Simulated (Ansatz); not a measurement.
BaTiO3:

```
CELL_PARAMETERS angstrom
3.72890 -0.42193 0.02237
-0.28447 3.27547 3.11008
0.31643 -2.75371 2.58992
ATOMIC_POSITIONS crystal
Ba 0.00364 0.99727 0.99850
Ti 0.50025 0.51161 0.51018
O 0.99835 0.49282 0.49504
O 0.49991 0.50154 0.99454
O 0.49786 0.99299 0.49796
```

Base run:

- Program: Ansatz 0.2.0
- Functional: RPBE
- Potentials or basis: Ansatz PAW
- Cutoff: 420 eV (not typed: the program's choice for these potentials)
- k mesh: 7 × 6 × 7
- Occupations: fermi-dirac, width 0.05 eV
- Spin: no spin polarisation

Its results: band gap on the k mesh 0.66 eV, indirect (least direct gap 0.74 eV); pressure 21.7 GPa; largest force 0.707 eV/Å.

Q: The run is repeated on the same cell with these changes: functional from RPBE to r2SCAN; cutoff from 420 eV (not typed: the program's choice for these potentials) to 500 eV (not typed: the program's choice for these potentials); hubbard terms from none to Ti d U = 5 eV; hubbard projectors from none to ortho-atomic (the default). What comes out?

A: Band gap on the k mesh 1.58 eV, indirect (least direct gap 1.65 eV); pressure 16.5 GPa; largest force 0.655 eV/Å.

Several settings changed at once, so the effect can't be laid on one alone.

Caveats: spin-orbit coupling is left out, which moves the levels of the heavy elements; the PAW data sets come from PBE, with cores solved anew for the run's functional, which leaves a small shift of forces and pressure; so large a pressure means that the cell lies far from this level's equilibrium, or that cutoff or potentials fall short (some runs).
